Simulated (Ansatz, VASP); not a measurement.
This is a calculation of TiSi2 for VASP 6.6.1.

The input INCAR:

```
SYSTEM = TiSi2
  PREC = Accurate
  ENCUT = 580
  EDIFF = 1E-6
  ISMEAR = -1
  SIGMA = 0.05
  LREAL = .FALSE.
  LASPH = .TRUE.
  NELM = 100
  ALGO = Fast
  ISIF = 3
  LWAVE = .FALSE.
  LCHARG = .FALSE.
  GGA = PE
  IBRION = 2
  NSW = 40
  EDIFFG = -0.01
```

Contents of KPOINTS:

```
regular mesh
0
G
  7 7 7
  0 0 0
```

Contents of POSCAR:

```
TiSi2
1.0
    0.0000000000      4.1175163063      4.2628978354
    2.3895119538      0.0000000000      4.2628978354
    2.3895119538      4.1175163063      0.0000000000
Ti Si
2 4
Direct
    0.7500000000      0.7500000000      0.7500000000
    0.5000000000      0.5000000000      0.5000000000
    0.4125656100      0.0874343900      0.4125656100
    0.0874343900      0.4125656100      0.0874343900
    0.1625656100      0.8374343900      0.1625656100
    0.8374343900      0.1625656100      0.8374343900
```

Potentials or basis: VASP PAW PBE potentials, release 64 (Ti, Si).

Run with:

```bash
$ cat potpaw_PBE.64/Ti/POTCAR potpaw_PBE.64/Si/POTCAR > POTCAR
$ mpirun -np 1 vasp_std > vasp.out
```

Task: Set up the same calculation for Ansatz 0.2.0. Potentials there: Ansatz PAW.

Result: As run (the cutoff follows the program's own potentials):

File input.yaml:

```yaml
crystal:
  lattice:
    - [0.0, 4.1175163063, 4.2628978354]
    - [2.3895119538, 0.0, 4.2628978354]
    - [2.3895119538, 4.1175163063, 0.0]
  atoms:
    - { symbol: Ti, position: [0.75, 0.75, 0.75] }
    - { symbol: Ti, position: [0.5, 0.5, 0.5] }
    - { symbol: Si, position: [0.41256561, 0.08743439, 0.41256561] }
    - { symbol: Si, position: [0.08743439, 0.41256561, 0.08743439] }
    - { symbol: Si, position: [0.16256561, 0.83743439, 0.16256561] }
    - { symbol: Si, position: [0.83743439, 0.16256561, 0.83743439] }
hamiltonian:
  xc: pbe
  pseudopotentials: { kind: paw }
kpoints:
  mp_grid: { grid: [7, 7, 7] }
scf:
  occupations: { method: fermi_dirac, width: 0.05 }
output:
  forces: true
  stress: true
  eigenvalues: true
relax:
  f_tol: 0.01
  max_steps: 40
  cell: { stress_tol: 0.05 }
```

Potentials or basis: Ansatz PAW.

Launch:

```bash
$ ansatz run input.yaml --threads 1 --pin off --max-ram 3584MiB --backend cpu --events-out ev --progress --plain --runs-dir out
```

Both were run:

|  | VASP | Ansatz | Ansatz less VASP |
| --- | --- | --- | --- |
| gap on the k mesh at the Fermi level, each at its own relaxed structure (eV) | none | none | - |
| relaxed volume (Å³/atom) | 14.14 | 14.17 | +0.022 |
| relaxed cell length with the largest relative difference (Å) | 4.768 | 4.773 | +0.0045 |
| energy change over the relaxation (meV/atom) | -1 | -1 | -0.2 |

A gap of «none» marks a metal or a gap that the smearing closes. The two sets of potentials don't hold the same shells in valence.

Caveats: the plane-wave basis is chosen anew once the cell has moved, so the energies of steps on either side of that aren't comparable (Ansatz).
